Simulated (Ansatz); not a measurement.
## The honeycomb GaAs bilayer (AB) between two gates

Aim: screening and gap of the neutral honeycomb GaAs bilayer (AB) between oppositely charged gates.

Program: Ansatz 0.2.0. Level of theory: plane-wave DFT, PBE-D3(BJ), Ansatz PAW. Results are calculated unless marked as measured.

## Step 1: The starting structure

The cell holds 4 atoms: 2 As and 2 Ga. Cell: a = 4.050 Å, b = 4.050 Å, c = 39.360 Å, α = 90.0°, β = 90.0°, γ = 120.0°. Regions: layer 1: honeycomb GaAs, 2 atoms (1 As and 1 Ga); layer 2: honeycomb GaAs, 2 atoms (1 As and 1 Ga). Vacuum lies along c.

## Step 2: Relaxation

The starting cell is a guess, so the in-plane lattice and the atoms are relaxed first, with the slab cut off from its images along the normal.

File input.yaml:

```yaml
crystal:
  lattice:
    - [4.05, 0.0, 0.0]
    - [-2.025, 3.5074028853, 0.0]
    - [0.0, 0.0, 39.3600000007]
  atoms:
    - { symbol: As, position: [0.6666666667, 0.3333333333, 0.4471544715] }
    - { symbol: Ga, position: [0.3333333333, 0.6666666667, 0.4618902439] }
    - { symbol: As, position: [0.0, 0.0, 0.5381097561] }
    - { symbol: Ga, position: [0.6666666667, 0.3333333333, 0.5528455285] }
  periodic: [true, true, false]
kpoints:
  mp_grid: { grid: [12, 12, 1] }
hamiltonian:
  xc: pbe
  dispersion: d3bj
scf:
  occupations: { method: fermi_dirac, width: 0.05 }
  convergence: { dr2_threshold: 1.0e-09 }
relax:
  f_tol: 0.004
  max_steps: 90
  cell: {}
output:
  write_potential: true
  write_density: true
  volumetric_format: npy
```

The run is started by

```console
$ ansatz run input.yaml --threads 4 --pin off --max-ram 16384MiB --backend cpu --events-out ev --progress --plain --runs-dir out
```

Numbers of over 12 decimals in the logs are rounded to 6 here.

The program printed:

```text
Warning: relax.cell: scf.convergence.dr2_threshold = 1e-9 eV is looser than the 1.99495674832e-10 eV advised for a relaxation that steers and ends on the stress (1e-10 eV for each atom of the cell: 4, times the square of relax.cell.stress_2d_tol = 0.05 N/m over 14.2 Å (the atoms' height at the walk's start and 5 Å past either face), 3.531e-2 GPa, over a crystal's default 0.05). What an SCF threshold leaves in a stress goes as its square root, and in the free energy as the threshold itself, and one threshold admits the most on a small cell: [figures from the program's tests cut] Set scf.convergence.dr2_threshold to 1.99495674832e-10 eV or tighter. [rest of the remark cut]
Engine: ansatz 0.2.0, aarch64-unknown-linux-gnu
Pseudopotentials: kind: paw
Pseudopotential: As, paw, valence charge 15, recommended cutoff 420 eV (normal), As.paw.azcp
Pseudopotential: Ga, paw, valence charge 13, recommended cutoff 420 eV (normal), Ga.paw.azcp
Functional definition: PBE
  parameter kappa = 0.804
  parameter beta = 0.066725
  exchange = pbe_x(kappa = kappa, mu = beta*pi^2/3)
  correlation = pbe_c(beta = beta)
Crystal: 4 atoms, lattice volume = 559.108 Å³
Basis set: ecut = 420 eV, 10931 PW (Γ), exchange–correlation on 60×60×540 points (8 copies of the dense FFT grid, shifted against one another)
Bands: 34, of which v1, the nominal top of the filled ones, is band 28 counted from 1 (27 counted from 0)
Symmetry: 6 space group operations
Space group: P3m1 (ITA 156), of the structure as read, at distance tolerance 8.2e-5 Å
k-points: 19 of 144 (time reversal used)
Non-local potential: As, projectors of the file, l = 0: 2, l = 1: 2, l = 2: 3, l = 3: 1
Non-local potential: Ga, projectors of the file, l = 0: 2, l = 1: 2, l = 2: 3, l = 3: 1
PAW form: soft (Blöchl's): semilocal exchange-correlation on the pseudo side does not see the compensation charge
PAW one-centre angular grid: As, 590 points (default); XC on 64 Gauss nodes
PAW one-centre angular grid: Ga, 590 points (default); XC on 64 Gauss nodes
Initial density: superposition of atomic densities (neutral atoms: chi_scale 0, normalization atom), corrected by the library's trained network
Initial wavefunctions: pseudopotential atomic-orbital guess
Functional: x = pbe(κ = 0.804, μ = 0.219515), c = pbe(β = 0.066725)
SCF iter   1: F=—  HF=-17278.908532 eV  |F-HF|=—  |Δ(HF+E_count)|=         —  Δρ=1.46e-3  dr2=2.65e-2  ethr=1.77e-3  ⟨swp⟩=10.5  Hψ=3356  notcnv=0
preconditioner: auto → Resta (q_TF=auto, 1.859 Å⁻¹)  ε∞=1.5  [insulator: Δε(μ)=0.953 eV  Ē_g=13.884 eV  σ=0.050 eV  W_gap=1.00  n_scr=64 (ndim 8)  ℏωp=9.4 eV  f_vac=0.792  D(μ)=0.00/eV (n_scr^D=0)  ε∞_Penn≈1.5  vacuum switching on, ρ_ref=1.4e-2 e/Å³]
SCF iter   2: F=—  HF=-17278.904725 eV  |F-HF|=—  |Δ(HF+E_count)|=   3.81e-3  Δρ=8.90e-4  dr2=3.29e-2  ethr=4.73e-5  ⟨swp⟩=3.5  Hψ=1412  notcnv=0  defer=19
SCF iter   3: F=—  HF=-17278.903000 eV  |F-HF|=—  |Δ(HF+E_count)|=   1.72e-3  Δρ=5.69e-4  dr2=1.40e-2  ethr=4.73e-5  ⟨swp⟩=3.2  Hψ=835  notcnv=0  defer=19
SCF iter   4: F=—  HF=-17278.902137 eV  |F-HF|=—  |Δ(HF+E_count)|=   8.63e-4  Δρ=2.69e-4  dr2=2.83e-3  ethr=2.50e-5  ⟨swp⟩=1.8  Hψ=792  notcnv=0  defer=22
SCF iter   5: F=—  HF=-17278.902072 eV  |F-HF|=—  |Δ(HF+E_count)|=   6.49e-5  Δρ=1.01e-4  dr2=1.41e-4  ethr=5.05e-6  ⟨swp⟩=2.6  Hψ=789  notcnv=0  defer=22
SCF iter   6: F=—  HF=-17278.902133 eV  |F-HF|=—  |Δ(HF+E_count)|=   6.05e-5  Δρ=4.76e-5  dr2=2.62e-5  ethr=2.52e-7  ⟨swp⟩=3.0  Hψ=1052  notcnv=0  defer=22
SCF iter   7: F=—  HF=-17278.902135 eV  |F-HF|=—  |Δ(HF+E_count)|=   1.57e-6  Δρ=1.65e-5  dr2=1.73e-6  ethr=4.69e-8  ⟨swp⟩=2.7  Hψ=835  notcnv=0  defer=22
SCF iter   8: F=—  HF=-17278.902143 eV  |F-HF|=—  |Δ(HF+E_count)|=   8.63e-6  Δρ=1.04e-5  dr2=7.57e-7  ethr=3.09e-9  ⟨swp⟩=3.3  Hψ=1242  notcnv=0  defer=22
SCF iter   9: F=—  HF=-17278.902143 eV  |F-HF|=—  |Δ(HF+E_count)|=   1.17e-7  Δρ=4.03e-6  dr2=8.92e-8  ethr=1.35e-9  ⟨swp⟩=2.0  Hψ=976  notcnv=0  defer=22
SCF iter  10: F=—  HF=-17278.902143 eV  |F-HF|=—  |Δ(HF+E_count)|=   2.17e-8  Δρ=8.44e-7  dr2=6.57e-9  ethr=1.59e-10  ⟨swp⟩=3.5  Hψ=1316  notcnv=0  defer=22
SCF iter  11: F=-17278.902143 eV  HF=-17278.902143 eV  |F-HF|=2.76e-9  |Δ(HF+E_count)|=  2.73e-10  Δρ=2.59e-7  dr2=3.50e-10  ethr=1.79e-12  ⟨swp⟩=8.7  Hψ=4918  notcnv=0
SCF 1 converged in 11 iterations: F = -17278.902143 eV  dr2 = 3.50e-10
  greatest PAW one-centre occupation: 0.999 electrons in one spin orbital (limit 2), on the As atom at site 2 (counted from 0), in its partial waves of l = 2
relax step   1: F+E_penalty+E_count = -17278.90214312 eV  Δ(F+E_penalty+E_count) = +0.000e0 eV  max|allowed force component| = 7.414e-2 eV/Å  Δτ_max = 0.0000 Å  P = -0.945 N/m  Ω = 559.108 Å³  fix = [c, alpha, beta]  reactions: c -0.000 N/m  (11 SCF iters, accepted)
Crystal: 4 atoms, lattice volume = 552.162 Å³
Basis set: ecut = 420 eV, 10811 PW (Γ), exchange–correlation on 60×60×540 points (8 copies of the dense FFT grid, shifted against one another)
Initial density: handed on by an earlier stage of this run
Initial wavefunctions: those handed on with the density
iter 1 solved again at ethr=4.63e-5 eV; its pass at ethr=3.10e-3 eV (dr2=2.59e-2 eV) is discarded
SCF iter   1: F=—  HF=-17278.910945 eV  |F-HF|=—  |Δ(HF+E_count)|=         —  Δρ=2.07e-3  dr2=2.39e-2  ethr=4.63e-5  ⟨swp⟩=2.4  Hψ=3815  notcnv=0
preconditioner: auto → Resta (q_TF=auto, 1.863 Å⁻¹)  ε∞=1.5  [insulator: Δε(μ)=0.971 eV  Ē_g=13.927 eV  σ=0.050 eV  W_gap=1.00  n_scr=52 (ndim 8)  ℏωp=9.5 eV  f_vac=0.787  D(μ)=0.00/eV (n_scr^D=0)  ε∞_Penn≈1.5  vacuum switching on, ρ_ref=1.4e-2 e/Å³]
SCF iter   2: F=—  HF=-17278.910730 eV  |F-HF|=—  |Δ(HF+E_count)|=   2.15e-4  Δρ=1.10e-3  dr2=2.11e-2  ethr=4.27e-5  ⟨swp⟩=3.7  Hψ=1177  notcnv=0  defer=3
SCF iter   3: F=—  HF=-17278.908548 eV  |F-HF|=—  |Δ(HF+E_count)|=   2.18e-3  Δρ=7.69e-4  dr2=4.93e-3  ethr=3.77e-5  ⟨swp⟩=3.4  Hψ=944  notcnv=0  defer=7
SCF iter   4: F=—  HF=-17278.908388 eV  |F-HF|=—  |Δ(HF+E_count)|=   1.60e-4  Δρ=3.94e-4  dr2=1.39e-3  ethr=8.80e-6  ⟨swp⟩=2.4  Hψ=944  notcnv=0  defer=8
SCF iter   5: F=—  HF=-17278.908299 eV  |F-HF|=—  |Δ(HF+E_count)|=   8.85e-5  Δρ=1.15e-4  dr2=5.32e-5  ethr=2.48e-6  ⟨swp⟩=2.4  Hψ=921  notcnv=0  defer=8
SCF iter   6: F=—  HF=-17278.908327 eV  |F-HF|=—  |Δ(HF+E_count)|=   2.78e-5  Δρ=3.07e-5  dr2=4.68e-6  ethr=9.51e-8  ⟨swp⟩=2.4  Hψ=979  notcnv=0  defer=8
SCF iter   7: F=—  HF=-17278.908335 eV  |F-HF|=—  |Δ(HF+E_count)|=   8.04e-6  Δρ=6.95e-6  dr2=1.89e-7  ethr=8.36e-9  ⟨swp⟩=2.6  Hψ=1112  notcnv=0  defer=8
[...]
SCF iter   8: F=—  HF=-17278.902455 eV  |F-HF|=—  |Δ(HF+E_count)|=   7.86e-6  Δρ=4.93e-6  dr2=7.44e-8  ethr=1.86e-9  ⟨swp⟩=3.3  Hψ=1220  notcnv=0  defer=10
SCF iter   9: F=—  HF=-17278.902455 eV  |F-HF|=—  |Δ(HF+E_count)|=   7.43e-8  Δρ=9.84e-7  dr2=5.18e-9  ethr=1.33e-10  ⟨swp⟩=3.2  Hψ=1260  notcnv=0  defer=10
SCF iter  10: F=—  HF=-17278.902455 eV  |F-HF|=—  |Δ(HF+E_count)|=   4.74e-9  Δρ=4.71e-7  dr2=1.04e-9  ethr=1.79e-12  ⟨swp⟩=10.9  Hψ=4823  notcnv=0
SCF iter  11: F=-17278.902455 eV  HF=-17278.902455 eV  |F-HF|=6.91e-11  |Δ(HF+E_count)|=  9.82e-11  Δρ=1.40e-7  dr2=1.42e-10  ethr=1.79e-12  ⟨swp⟩=8.9  Hψ=3923  notcnv=0
SCF 3 converged in 11 iterations: F = -17278.902455 eV  dr2 = 1.42e-10
relax step   3: F+E_penalty+E_count = -17278.90245501 eV  Δ(F+E_penalty+E_count) = +5.880e-3 eV  max|allowed force component| = 6.861e-2 eV/Å  Δτ_max = 0.1486 Å  P = +0.689 N/m  Ω = 543.477 Å³  energy of the carried Pulay correction = +5.129e-4 eV  fix = [c, alpha, beta]  (11 SCF iters, rejected (line search))
[...]
relax step   4: F+E_penalty+E_count = -17278.91180703 eV  Δ(F+E_penalty+E_count) = -3.472e-3 eV  max|allowed force component| = 8.140e-3 eV/Å  Δτ_max = 0.0492 Å  P = -0.022 N/m  Ω = 549.631 Å³  energy of the carried Pulay correction = +3.092e-4 eV  fix = [c, alpha, beta]  reactions: c -0.000 N/m  (10 SCF iters, accepted)
[...]
relax step   5: F+E_penalty+E_count = -17278.91186016 eV  Δ(F+E_penalty+E_count) = -5.313e-5 eV  max|allowed force component| = 1.667e-2 eV/Å  Δτ_max = 0.0132 Å  P = +0.034 N/m  Ω = 549.515 Å³  energy of the carried Pulay correction = +3.130e-4 eV  fix = [c, alpha, beta]  reactions: c +0.000 N/m  (8 SCF iters, accepted)
[...]
relax step   6: F+E_penalty+E_count = -17278.91191672 eV  Δ(F+E_penalty+E_count) = -5.655e-5 eV  max|allowed force component| = 4.459e-3 eV/Å  Δτ_max = 0.0035 Å  P = +0.016 N/m  Ω = 549.454 Å³  energy of the carried Pulay correction = +3.151e-4 eV  fix = [c, alpha, beta]  reactions: c +0.000 N/m  (7 SCF iters, accepted)
[...]
relax step   7: F+E_penalty+E_count = -17278.91192220 eV  Δ(F+E_penalty+E_count) = -5.486e-6 eV  max|allowed force component| = 3.517e-4 eV/Å  Δτ_max = 0.0030 Å  P = +0.002 N/m  Ω = 549.501 Å³  energy of the carried Pulay correction = +3.135e-4 eV  fix = [c, alpha, beta]  reactions: c +0.000 N/m  (7 SCF iters, accepted)
Basis set: ecut = 420 eV, 10787 PW (Γ), exchange–correlation on 54×54×540 points (8 copies of the dense FFT grid, shifted against one another)
Initial wavefunctions: pseudopotential atomic-orbital guess (no wavefunctions were taken with the density)
iter 1 solved again at ethr=3.53e-7 eV; its pass at ethr=3.10e-3 eV (dr2=1.98e-4 eV) is discarded
SCF iter   1: F=—  HF=-17278.911616 eV  |F-HF|=—  |Δ(HF+E_count)|=         —  Δρ=7.20e-6  dr2=8.90e-8  ethr=3.53e-7  ⟨swp⟩=5.4  Hψ=5827  notcnv=0
eigensolver tolerance schedule: the retry pair's looser diagonalisation over-reported the residual by 2221.99 of it (diagonalisation noise at 0.34 of the residual, at the tolerance the schedule requests for it); recorded, not acted on — ethr = c·dr2/N_el stays at c = 1.0e-1
preconditioner: auto → Resta (q_TF=auto, 1.865 Å⁻¹)  ε∞=1.5  [insulator: Δε(μ)=0.848 eV  Ē_g=13.922 eV  σ=0.050 eV  W_gap=1.00  n_scr=52 (ndim 8)  ℏωp=9.5 eV  f_vac=0.791  D(μ)=0.00/eV (n_scr^D=0)  ε∞_Penn≈1.5  vacuum switching on, ρ_ref=1.4e-2 e/Å³]
SCF iter   2: F=—  HF=-17278.911608 eV  |F-HF|=—  |Δ(HF+E_count)|=   7.72e-6  Δρ=6.15e-6  dr2=8.91e-8  ethr=1.59e-10  ⟨swp⟩=3.9  Hψ=1790  notcnv=0
SCF iter   3: F=—  HF=-17278.911608 eV  |F-HF|=—  |Δ(HF+E_count)|=   2.94e-8  Δρ=1.21e-6  dr2=2.54e-8  ethr=1.59e-10  ⟨swp⟩=2.0  Hψ=988  notcnv=0
SCF iter   4: F=—  HF=-17278.911608 eV  |F-HF|=—  |Δ(HF+E_count)|=   3.74e-9  Δρ=9.54e-7  dr2=7.15e-8  ethr=4.54e-11  ⟨swp⟩=3.0  Hψ=1091  notcnv=0
SCF iter   5: F=-17278.911608 eV  HF=-17278.911608 eV  |F-HF|=2.51e-10  |Δ(HF+E_count)|=   8.53e-9  Δρ=2.30e-7  dr2=1.81e-10  ethr=1.79e-12  ⟨swp⟩=14.4  Hψ=5373  notcnv=0
SCF 8 converged in 5 iterations: F = -17278.911608 eV  dr2 = 1.81e-10
relax step   8: F+E_penalty+E_count = -17278.91160788 eV  Δ(F+E_penalty+E_count) = +3.143e-4 eV  max|allowed force component| = 3.409e-4 eV/Å  Δτ_max = 0.0000 Å  P = +0.002 N/m  Ω = 549.501 Å³  fix = [c, alpha, beta]  reactions: c +0.000 N/m  stress off target by 2.11e-3 N/m on what of the cell is left free  SCF on the basis re-selected at this cell (its energy is not comparable with the rows above)  (5 SCF iters)
basis re-selected at this cell: Δ(F+E_penalty+E_count) = +3.143e-4 eV, ΔP = -0.000 N/m vs the last step (what re-selecting the basis moved, of the pressure what is left beyond the Pulay correction that the steps carried, after the strain that the cell walked since its last selection, with what the two solves' SCF thresholds leave and, on support functions, any second-order correction that the steps lacked; it is no measure of the basis error at this ecutwfc). The dense FFT grid was sized anew with the basis: this SCF ran on 27×27×270 points, the steps before it on 30×30×270, so part of this shift can come from that change (see relax.cell in the input reference). [rest of the remark cut]
SCF converged after 5 iterations
Free energy (F): -17278.911608 eV
Harris-Foulkes:  -17278.911608 eV  (|F-HF|=2.51e-10)
Internal energy: -17278.911597 eV  (E = F + TS)
E sigma→0 (E₀):  -17278.911602 eV
Entropy (-TS):   -0.000011 eV (-0.003 meV/atom)
Fermi energy:    -4.574718 eV
--- Per-component energies (eV) ---
  E_band       = -1337.820381
  E_kinetic    = 434.667390
  E_local      = -164247.491834  (includes V_loc(G=0)·N_el)
  E_nonlocal   = -493.938554
  E_hartree    = 81797.083044
  E_xc         = -294.963406
  E_vxc        = -271.895440  (∫ρ·V_xc dr)
  E_paw        = -7645.072572  (= ΣΔE_a)
  E_vpaw       = -353.328077  (= ΣTr[D̂ρ^β])
  E_aug_tail   = -0.000240  (compensation charges beyond the density's cutoff)
  E_ewald      = 73171.618984
  E_disp       = -0.814409  (pairwise vdW)
  E_smearing   = -0.000011  (= −TS)
  E_closure    = -0.000000  (closes the sum)
  Σ components = -17278.911608   (vs F -17278.911608, Δ=0.00e0)
--- Forces (eV/Å), atoms counted from 1 ---
  atom   1  As     0.00000000     0.00000000     0.00005278
  atom   2  Ga    -0.00000000    -0.00000000    -0.00032800
  atom   3  As     0.00000000     0.00000000     0.00034168
  atom   4  Ga    -0.00000000    -0.00000000    -0.00006336
  max |Σ_I F_I| component: 3.10e-6 eV/Å
--- 2D stress c σ (N/m, compression-positive) ---
        0.002106      -0.000000       0.000000
       -0.000000       0.002106      -0.000000
        0.000000      -0.000000       0.000000
  P = ½ c Tr σ = 0.0021 N/m
--- Band table (eV; the first three rows and the last of 19) ---
  k-point 0: bands = [... 24 lower, -5.5524, -5.5524, -5.0005, -5.0005, -4.0270, -3.6486, -2.0488, -0.5731, ... 2 higher]
  k-point 1: bands = [... 24 lower, -6.1464, -5.6986, -5.6581, -5.1283, -3.4025, -2.9486, -1.9610, -0.8045, ... 2 higher]
  k-point 2: bands = [... 24 lower, -7.0715, -6.0418, -5.9537, -5.4398, -2.8758, -2.4019, -1.7916, -0.7556, ... 2 higher]
  k-point 18: bands = [... 24 lower, -8.6657, -8.1544, -5.5490, -5.1937, -3.5328, -3.3984, 0.3618, 0.6683, ... 2 higher]
  the weakly bound empty levels are not read free of the cell's end (no_gap_told)
--- Relaxed structure (7 steps of the walk, 6 accepted, 1 SCFs on fresh bases) ---
  F+E_penalty+E_count = -17278.91160788 eV   max|allowed force component| = 3.409e-4 eV/Å   (the final SCF, on the basis selected at the relaxed cell)
  cell:  # Å, volume = 549.5014 Å³
    - [4.015055, 0.0, 0]
    - [-2.007528, 3.477140, 0]
    - [0, 0, 39.3600000007]
  atoms:
    - { symbol: As, position: [0.666667, 0.333333, 0.446254] }
    - { symbol: Ga, position: [0.333333, 0.666667, 0.462134] }
    - { symbol: As, position: [1.7169621461098874e-17, -9.25185853848912e-17, 0.537999] }
    - { symbol: Ga, position: [0.666667, 0.333333, 0.553613] }
```

Run time: 74 s. Hardware: 4 threads of Arm Neoverse V1, shared host; peak memory 0.97 GiB; 4.8 min of CPU time.

Step by step:

| step | energy less that of the first step (eV) | largest force component (eV/Å) | volume (Å³) |
| --- | --- | --- | --- |
| 1 | 0.0000 | 0.0741 | 559.11 |
| 2 | -0.0062 | 0.0359 | 552.16 |
| 3 | -0.0003 | 0.0686 | 543.48 |
| 4 | -0.0097 | 0.0081 | 549.63 |
| 5 | -0.0097 | 0.0167 | 549.52 |
| 6 | -0.0098 | 0.0045 | 549.45 |
| 7 | -0.0098 | 0.0004 | 549.50 |
| 8* | -0.0095 | 0.0003 | 549.50 |

Relaxation steps marked * repeat the geometry before them on a plane-wave basis chosen anew for their cell, so energy and pressure can jump there. Relaxation step 3 was tried and not accepted.

Forces are held to the 6 operations that the run works with; a distortion that breaks them can't arise in this run.

| cell as run | before | after | change |
| --- | --- | --- | --- |
| a (Å) | 4.050 | 4.015 | -0.9 % |
| b (Å) | 4.050 | 4.015 | -0.9 % |

The atoms that moved most (Å, along periodic axes as changes of fractional coordinates times the final cell, across vacuum about the mean position):

| atom | dx | dy | dz | length |
| --- | --- | --- | --- | --- |
| As1 | 0.000 | 0.000 | -0.035 | 0.035 |
| Ga4 | 0.000 | 0.000 | 0.030 | 0.030 |
| Ga2 | 0.000 | 0.000 | 0.010 | 0.010 |

The relaxed structure:

```xyz
4
Lattice="4.0151 0.0000 0.0000 -2.0075 3.4771 0.0000 0.0000 0.0000 39.3600" Properties=species:S:1:pos:R:3
As    2.0075    1.1590   17.5646
Ga    0.0000    2.3181   18.1896
As    0.0000    0.0000   21.1756
Ga    2.0075    1.1590   21.7902
```

The lattice constant a goes from 4.050 to 4.015 Å.

(Continued in part 2 of 3.)

[Logs are printed without paths, hosts, clocks, repeated set-up lines and the standing remarks that a program may print on its own settings, such as how far it seeks lower states.]

[Hosts, paths, dates, database ids (printed as entryN), source tags and the programs' standing remarks are cut or masked in the printed files.]

[Maps of the electrostatic potential energy from Ansatz leave out the sawtooth potential of an applied field or a dipole correction, so their vacuum need not be flat; planar profiles and work functions include it.]
